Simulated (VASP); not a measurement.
# Valence-band splitting and top-band hole mass of BAs (F-43m) under uniaxial [001] stress, r2SCAN with spin-orbit coupling

A p-type channel carries current better when its holes sit in one band with a small mass, because a second band at the same energy adds scattering. In unstrained cubic BAs two bands meet at the valence-band top, and stress along [001] separates them. We examine how far they separate for each sign of strain, and what happens to the mass of the band left on top. The levels are r2SCAN energies with spin-orbit coupling on cells relaxed with LDA. They are given as positive depths below the highest valence level at the zone centre, Γ, of the same strained cell. Masses are in units of the free-electron mass, along the stress axis and across it.

## Calculations

The start is a typed prototype cell. The crystal was relaxed with LDA. Strain is imposed along [001]; the strain across the axis is adjusted until the stress across it vanishes, and the atoms are relaxed with LDA. VASP 6.6.1, plane waves with PAW, cutoff 480 eV, no spin polarisation. Band edges are single points at r2SCAN with spin-orbit coupling on these cells, k mesh 9×9×9, read on short lines of k points at the zone centre and through the valleys; energies are counted from the valence-band top at the zone centre. Each level is the mean of a Kramers pair; masses are fitted within 0.05 1/Å of the zone centre and are rough where two bands nearly touch. All levels use the PAW data sets made with LDA.

Notes on method and selection:

- Runs that did not converge, have known faults or may not be shown are not listed, and runs on Ansatz's PAW sets soft_1 and soft_2 are kept to separate tables.

Columns:

- strain (%): strain along the axis (tension positive).
- second level (eV): second valence level below the top at Γ.
- third level (eV): third valence level below the top at Γ.
- mass, axis (mₑ): mass of the top hole band along the axis.
- mass, across (mₑ): mass of the top hole band across the axis.

Input lines of one member:

```
PREC = Accurate
ENCUT = 480
EDIFF = 1E-06
NELM = 100
ISMEAR = 0
SIGMA = 0.02
LREAL = .FALSE.
ALGO = Normal
METAGGA = R2SCAN
LASPH = .TRUE.
LNONCOLLINEAR = .TRUE.
NBANDS = 18
GGA_COMPAT = .FALSE.
LSORBIT = .TRUE.
KPAR = 3
```

Command (options for logging and memory left out): `mpirun -np 3 vasp_ncl`

## Data

| member | sign of the strain | strain (%) | second level (eV) | third level (eV) | mass, axis (mₑ) | mass, across (mₑ) |
| --- | --- | --- | --- | --- | --- | --- |
| −2 % | compression | −2.0 | 0.2090 | 0.381 | 0.230 | 0.201 |
| −1.5 % | compression | −1.5 | 0.1519 | 0.329 | 0.227 | 0.205 |
| −1 % | compression | −1.0 | 0.0970 | 0.282 | 0.223 | 0.207 |
| −0.5 % | compression | −0.5 | ? | ? | ? | ? |
| 0 % | compression | 0.0 | 0.0000 | 0.215 | 0.220 | 0.220 |
| 0 % | tension | 0.0 | 0.0000 | 0.215 | 0.220 | 0.220 |
| +0.5 % | tension | 0.5 | ? | ? | ? | ? |
| +1 % | tension | 1.0 | 0.0653 | 0.276 | 0.213 | 0.214 |
| +1.5 % | tension | 1.5 | 0.0845 | 0.320 | 0.212 | 0.214 |
| +2 % | tension | 2.0 | 0.0973 | 0.370 | 0.211 | 0.215 |

Cells marked ? are withheld until the estimate has been made.

Least-squares fits to the members shown, with x = strain (%); R² and errors in the fitted variable (y, or ln y where the fit is in ln y):

| y | sign of the strain | members | fit | R² | rms residual | leave-one-out rms | the same for the mean of the others |
| --- | --- | --- | --- | --- | --- | --- | --- |
| third level (eV) | compression | 4 | y = 0.2094 − 0.08211 x | 0.99 | 0.0069 | 0.020 | 0.081 |
| third level (eV) | tension | 4 | y = 0.2092 + 0.07651 x | 0.98 | 0.0071 | 0.021 | 0.076 |
| second level (eV) | compression | 4 | y = −0.002634 − 0.1041 x | 1.00 | 0.0032 | 0.0094 | 0.10 |
| second level (eV) | tension | 4 | y = 0.005891 + 0.04967 x | 0.96 | 0.0072 | 0.021 | 0.050 |

## Why the values move as they do

Both signs of strain lift the degeneracy, but compression does so more strongly. The second level lies 0.0970 eV below the top at −1 % and 0.0653 eV at +1 %; at 2 % the depths are 0.2090 and 0.0973 eV. Under tension the splitting slows down: the second percent adds only 0.0973 − 0.0653 = 0.0320 eV. Even at +1 % the splitting is more than twice the thermal energy at room temperature, roughly 0.026 eV, so most holes near Γ would occupy the top band.

The asymmetry can be traced to the finite size of the spin-orbit splitting. Strain shifts the states of angular momentum ±3/2 and ±1/2 in opposite directions, and it also mixes the ±1/2 pair with the split-off pair, which starts 0.215 eV below the top. This mixing pushes the upper ±1/2 pair upwards for either sign of strain. Under compression that pair is the top level, so the push widens the gap to the ±3/2 pair. Under tension the ±3/2 pair is on top, and the push closes part of the gap.

The mass changes are modest. From −2 % to +2 % the mass along the axis falls from 0.230 to 0.211, a ratio of 0.211 / 0.230 = 0.92. The mass across the axis is 0.201 at −2 % and 0.215 at +2 %, with the largest value, 0.220, at zero strain, where the touching bands make the fit rough. Compression therefore favours transport across the axis, and tension favours transport along it.

A ±1/2 top band would commonly be the lighter one along the axis; here it is the heavier. A likely reason is that the lowest conduction states of BAs at Γ are p-like, as in silicon, which strengthens the coupling that lightens a p band across its own axis. Under the strongest compressions the highest valence state lies slightly off Γ, so the mass at Γ does not fully describe the band edge there.

## Blind estimate

Plain estimates from the members shown:

- −0.5 % (compression), fit at x = −0.5: 0.250 eV
- −0.5 % (compression), straight-line interpolation between −1 % and 0 %: w = (−0.5 − (−1.0)) / (0.0 − (−1.0)) = 0.500, so 0.282 + 0.500 × (0.215 − 0.282) = 0.248 eV
- +0.5 % (tension), fit at x = 0.5: 0.247 eV
- +0.5 % (tension), straight-line interpolation between 0 % and +1 %: w = (0.5 − 0.0) / (1.0 − 0.0) = 0.500, so 0.215 + 0.500 × (0.276 − 0.215) = 0.245 eV

The straight-line interpolations, 0.248 and 0.245 eV, should be too high, because the third level deepens faster as strain grows: by 0.282 − 0.215 = 0.067 eV over the first percent of compression and 0.381 − 0.282 = 0.099 eV over the second. We use instead the three-level strain model with spin-orbit coupling, which contains this curvature.

Let Δ = 0.215 eV be the spin-orbit splitting and a a strain energy proportional to the size of the strain. Compression moves the ±3/2 pair by −a and the upper ±1/2 pair by +a, and couples the latter to the split-off pair at −Δ with strength √2 a; tension reverses the sign of a. Solving for the levels and counting from the highest, the third level lies at √(Δ² + 2Δa + 9a²) under compression and at [Δ + 3a + √(Δ² − 2Δa + 9a²)]/2 under tension. In tension the second and third depths add up to Δ + 3a, so the +2 % row gives a = (0.0973 + 0.370 − 0.215) / (3 × 2.0) = 0.04205 eV per percent.

This one constant reproduces the third level in all six strained rows shown to within 0.0014 eV. The three compressed rows come out slightly too deep and the three stretched rows slightly too shallow.

At half a percent a = 0.0210 eV, which gives:

- −0.5 %: √(0.215² + 2 × 0.215 × 0.0210 + 9 × 0.0210²) = 0.243 eV
- +0.5 %: [0.215 + 3 × 0.0210 + √(0.215² − 2 × 0.215 × 0.0210 + 9 × 0.0210²)]/2 = 0.240 eV

The typical miss over the six rows, 0.001 eV, serves as the error bar for both.

**Committed estimate, −0.5 % (compression): third level = 0.243 ± 0.001 eV.**  
**Committed estimate, +0.5 % (tension): third level = 0.240 ± 0.001 eV.**

## Outcome

| member | sign of the strain | strain (%) | second level (eV) | third level (eV) | mass, axis (mₑ) | mass, across (mₑ) |
| --- | --- | --- | --- | --- | --- | --- |
| −0.5 % | compression | −0.5 | 0.0457 | 0.243 | 0.221 | 0.212 |
| +0.5 % | tension | 0.5 | 0.0374 | 0.240 | 0.214 | 0.217 |

| member | estimate | third level (eV) | computed | estimate − computed | miss in error bars |
| --- | --- | --- | --- | --- | --- |
| −0.5 % (compression) | committed | 0.243 | 0.243 | 0.000 | 0.0 |
| −0.5 % (compression) | fit | 0.250 | 0.243 | +0.007 |  |
| −0.5 % (compression) | interpolation | 0.248 | 0.243 | +0.006 |  |
| +0.5 % (tension) | committed | 0.240 | 0.240 | 0.000 | 0.0 |
| +0.5 % (tension) | fit | 0.247 | 0.240 | +0.007 |  |
| +0.5 % (tension) | interpolation | 0.245 | 0.240 | +0.006 |  |

Both estimates, 0.243 eV at −0.5 % and 0.240 eV at +0.5 %, agree with the computed values to the printed digits and so lie inside their error bars of 0.001 eV. The straight-line interpolations came out about 0.006 eV too high and the linear fits about 0.007 eV too high.

The argument that held is the curvature: the third level deepens slowly at first and faster once the strain energy is comparable with the spin-orbit splitting. The second level gives a further check with the same two constants. Under compression its depth should be half of (third depth + 3a − Δ), which at −0.5 % is (0.243 + 3 × 0.0210 − 0.215) / 2 = 0.0455 eV, against 0.0457 eV computed. Under tension it should be Δ + 3a − third depth, or 0.215 + 3 × 0.0210 − 0.240 = 0.038 eV, against 0.0374 eV. This supports mixing of the ±1/2 pair with the split-off pair as the origin of the asymmetry between compression and tension.

At half a percent the mass along the axis is the larger one under compression, 0.221 against 0.212, and slightly the smaller one under tension, 0.214 against 0.217. We went too far in saying that tension favours transport along the axis. In the four stretched rows the two masses differ by only 0.001 to 0.004 mₑ, and we have no fit error small enough to give such differences a meaning. The order under compression is uncertain at small strain too. TB-mBJ with spin-orbit coupling on the same cells agrees that the axis is the heavier direction at −1.5 % and −2 %, but it gives nearly equal masses at −1 % and the opposite order at −0.5 %.

We also called the mass changes modest, which is shown only for the two directions in the table. Their equal masses at zero strain, 0.220, suggest that "across" is another cube axis. In cubic semiconductors the heavy-hole band is usually heavier along the face and body diagonals, and separating the two bands removes much of that extra mass near Γ. Strain may therefore lighten the top band considerably more in directions that are not tabulated.

The p-like conduction states do not by themselves explain why the ±1/2 band is the heavier one along the axis. Silicon has such states as well, and there the ±1/2 band is the lighter one. The cause of the order in BAs remains open.

## Residuals

Least-squares fits to the whole series, with x = strain (%); R² and errors in the fitted variable (y, or ln y where the fit is in ln y):

| y | sign of the strain | members | fit | R² | rms residual | leave-one-out rms | the same for the mean of the others |
| --- | --- | --- | --- | --- | --- | --- | --- |
| third level (eV) | compression | 5 | y = 0.2064 − 0.08360 x | 0.99 | 0.0067 | 0.014 | 0.074 |
| third level (eV) | tension | 5 | y = 0.2062 + 0.07800 x | 0.98 | 0.0070 | 0.014 | 0.069 |
| second level (eV) | compression | 5 | y = −0.004120 − 0.1048 x | 1.00 | 0.0032 | 0.0066 | 0.093 |
| second level (eV) | tension | 5 | y = 0.008560 + 0.04834 x | 0.96 | 0.0069 | 0.014 | 0.044 |

Largest departures from the fit to the whole series:

| member | sign of the strain | third level (eV) | fit | computed − fit | in rms residuals |
| --- | --- | --- | --- | --- | --- |
| 0 % | compression | 0.215 | 0.206 | +0.009 | 1.3 |
| 0 % | tension | 0.215 | 0.206 | +0.009 | 1.3 |
| −1 % | compression | 0.282 | 0.290 | −0.008 | 1.2 |
| +1 % | tension | 0.276 | 0.284 | −0.008 | 1.2 |

No row stands out: the largest departures from the straight lines are 1.3 rms residuals. They follow the curvature of the strain model, with the unstrained crystal 0.009 eV above the lines and the rows at −1 % and +1 % 0.008 eV below them.

## What to take away

Between −2 % and +2 % of [001] strain, with the stress across the axis relaxed, the three-level model with Δ = 0.215 eV and a = 0.042 eV per percent gives the second and third levels to about 0.001 eV. A further strain inside this range can be estimated equally well at this level of theory.

Strain separates the two upper bands, while the top-band mass in the two tabulated directions stays within (0.220 − 0.201) / 0.220 = 9 % of its unstrained value. Half a percent of compression puts the second band 46 meV below the top, 0.0457 / 0.026 = 1.8 times the thermal energy at room temperature; the same tension gives 37 meV. At 2 % of compression the lighter of these two directions is across the axis (0.201); at 2 % of tension the two are nearly equal (0.211 along, 0.215 across). The smallest tabulated masses for the two signs, 0.201 and 0.211, differ by only 5 %. Masses along the diagonals are missing here and may change much more, so these two directions alone do not show how much strain helps transport.

Coupling of holes to lattice vibrations, left out here, would raise the masses somewhat, and not necessarily by the same fraction in both cases. The functional matters as well: on the compressed cells TB-mBJ gives masses that are heavier than the r2SCAN ones by more than that 5 %. So small a difference should not decide the choice between compression and tension.

[Logs are printed without paths, hosts, clocks, repeated set-up lines and the standing remarks that a program may print on its own settings, such as how far it seeks lower states.]
